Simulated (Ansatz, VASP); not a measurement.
TiAl in VASP and in Ansatz

The input INCAR:

```
PREC = Accurate
ENCUT = 520
EDIFF = 1E-6
ISMEAR = 0
SIGMA = 0.15
LREAL = False
LASPH = True
NELM = 100
ALGO = Fast
ISIF = 2
LWAVE = False
LCHARG = False
GGA = CA
NBANDS = 14
```

Contents of KPOINTS:

```
Automatic mesh
0
Gamma
  21 21 10
```

The input POSCAR:

```
TiAl
1.0
    2.7812443657      0.0000000000      0.0000000000
   -1.3906221828      2.4086282748      0.0000000000
    0.0000000000      0.0000000000      4.8184254900
Ti Al
1 1
Direct
    0.0000000000      0.0000000000      0.0000000000
    0.3333333333      0.6666666667      0.5000000000
```

Input for Ansatz:

```yaml
crystal:
  lattice:
    - [2.7812443657, 0.0, 0.0]
    - [-1.3906221828, 2.4086282748, 0.0]
    - [0.0, 0.0, 4.81842549]
  atoms:
    - { symbol: Ti, position: [0.0, 0.0, 0.0] }
    - { symbol: Al, position: [0.3333333333, 0.6666666667, 0.5] }
basis:
  ecutwfc: 420
kpoints:
  mp_grid: { grid: [21, 21, 10] }
hamiltonian:
  xc: lda
scf:
  occupations: { method: gaussian, width: 0.15 }
output:
  forces: true
  stress: true
  eigenvalues: true
```

Change from the starting cell: strain -0.030 along x and y, +0.030 along z, atoms carried along.

Alike in both runs: task single point; functional LDA; k mesh 21 × 21 × 10; occupations gaussian, width 0.15 eV; no spin polarisation.

|  | VASP | Ansatz |
| --- | --- | --- |
| version | VASP 6.6.1 | Ansatz 0.2.0 |
| potentials or method | VASP PAW LDA potentials, release 64 (Ti_sv, Al) | scalar-relativistic, plane waves, PAW |
| plane-wave cutoff (eV) | 520 | 420 |
| valence electrons in the cell | 15 | 15 |

|  | VASP | Ansatz | Ansatz less VASP |
| --- | --- | --- | --- |
| gap on the k mesh at the Fermi level (eV) | none | none | - |
| pressure (GPa) | -3.3 | -3.3 | 0.00 |
| largest component of the traceless stress (GPa) | 6.83 | 6.88 | +0.051 |

A gap of «none» marks a metal or a gap that the smearing closes.
